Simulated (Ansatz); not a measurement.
## ZnS: Quadrupolar parameters

The cell is a Materials Project structure (computed, not necessarily an observed phase), atoms as given.

```
CELL_PARAMETERS angstrom
1.92707 1.11260 25.18546
-1.92707 1.11260 25.18546
0.00000 -2.22519 25.18546
ATOMIC_POSITIONS crystal
Zn 0.45832 0.45832 0.45832
Zn 0.99998 0.99998 0.99998
Zn 0.54165 0.54165 0.54165
Zn 0.16665 0.16665 0.16665
Zn 0.37498 0.37498 0.37498
Zn 0.08332 0.08332 0.08332
Zn 0.25000 0.25000 0.25000
Zn 0.62499 0.62499 0.62499
S 0.34374 0.34374 0.34374
S 0.42710 0.42710 0.42710
S 0.51043 0.51043 0.51043
S 0.13543 0.13543 0.13543
S 0.21876 0.21876 0.21876
S 0.59378 0.59378 0.59378
S 0.96876 0.96876 0.96876
S 0.05210 0.05210 0.05210
```

Atom numbers follow the list; atoms alike are taken as one site, whose name carries the number of the first.

Level of theory: DFT, PBE, plane waves and PAW (field gradients read without the response of the frozen cores, which leaves them typically 4 to 6 % off), scalar-relativistic, 420 eV cutoff, Γ-centred 8×8×8 k-points, Fermi–Dirac smearing 0.02 eV (Ansatz 0.2.0).

C_Q = eQV_zz/h, which is 24.18 MHz for Q = 1 b and V_zz = 10²¹ V/m²; η = (V_xx − V_yy)/V_zz.

⁶⁷Zn: I = 5/2, Q = 122.0 mb; ³³S: I = 3/2, Q = -69.40 mb. Quadrupole moments are those of Pyykkö's year-2017 table.

Q: What field gradients does the calculation give at each kind of site?

A: 

```json
{"site": "Zn1", "atoms (order as listed)": "1, 6", "first shell": "4 S at 2.36 Å", "V_zz (10²¹ V/m²)": "-0.070", "η": "0.00", "C_Q (MHz)": "-0.208"}
{"site": "Zn2", "atoms (order as listed)": "2", "first shell": "4 S at 2.36 Å", "V_zz (10²¹ V/m²)": "0.032", "η": "0.00", "C_Q (MHz)": "0.095"}
{"site": "Zn3", "atoms (order as listed)": "3", "first shell": "4 S at 2.36 Å", "V_zz (10²¹ V/m²)": "-0.067", "η": "0.00", "C_Q (MHz)": "-0.198"}
{"site": "Zn4", "atoms (order as listed)": "4", "first shell": "4 S at 2.36 Å", "V_zz (10²¹ V/m²)": "-0.074", "η": "0.00", "C_Q (MHz)": "-0.219"}
{"site": "Zn5", "atoms (order as listed)": "5", "first shell": "4 S at 2.36 Å", "V_zz (10²¹ V/m²)": "-0.068", "η": "0.00", "C_Q (MHz)": "-0.201"}
{"site": "Zn7", "atoms (order as listed)": "7", "first shell": "4 S at 2.36 Å", "V_zz (10²¹ V/m²)": "-0.11", "η": "0.00", "C_Q (MHz)": "-0.317"}
{"site": "Zn8", "atoms (order as listed)": "8", "first shell": "4 S at 2.36 Å", "V_zz (10²¹ V/m²)": "-0.023", "η": "0.00", "C_Q (MHz)": "-0.067"}
{"site": "S9", "atoms (order as listed)": "9", "first shell": "4 Zn at 2.36 Å", "V_zz (10²¹ V/m²)": "0.15", "η": "0.00", "C_Q (MHz)": "-0.248"}
{"site": "S10", "atoms (order as listed)": "10", "first shell": "4 Zn at 2.36 Å", "V_zz (10²¹ V/m²)": "0.19", "η": "0.00", "C_Q (MHz)": "-0.325"}
{"site": "S11", "atoms (order as listed)": "11", "first shell": "4 Zn at 2.36 Å", "V_zz (10²¹ V/m²)": "0.20", "η": "0.00", "C_Q (MHz)": "-0.332"}
{"site": "S12", "atoms (order as listed)": "12", "first shell": "4 Zn at 2.36 Å", "V_zz (10²¹ V/m²)": "0.19", "η": "0.00", "C_Q (MHz)": "-0.318"}
{"site": "S13", "atoms (order as listed)": "13", "first shell": "4 Zn at 2.36 Å", "V_zz (10²¹ V/m²)": "0.19", "η": "0.00", "C_Q (MHz)": "-0.322"}
{"site": "S14", "atoms (order as listed)": "14", "first shell": "4 Zn at 2.36 Å", "V_zz (10²¹ V/m²)": "0.054", "η": "0.00", "C_Q (MHz)": "-0.091"}
{"site": "S15", "atoms (order as listed)": "15", "first shell": "4 Zn at 2.36 Å", "V_zz (10²¹ V/m²)": "0.016", "η": "0.00", "C_Q (MHz)": "-0.027"}
{"site": "S16", "atoms (order as listed)": "16", "first shell": "4 Zn at 2.36 Å", "V_zz (10²¹ V/m²)": "0.20", "η": "0.00", "C_Q (MHz)": "-0.338"}
```

An axis of threefold or higher order runs through Zn1, Zn2, Zn3, Zn4, Zn5 and Zn7 and others, so V_zz lies along it and η is zero.

Hardware: 1 thread of Intel Xeon Platinum 8375C CPU @ 2.90GHz (Ice Lake) (x86_64; 16 cores open to the job, memory cap 3.0 GiB, no GPU), a shared host with a load of 0.6 a core. Wall time 3 min, CPU time 3 min, peak memory 1.4 GiB.
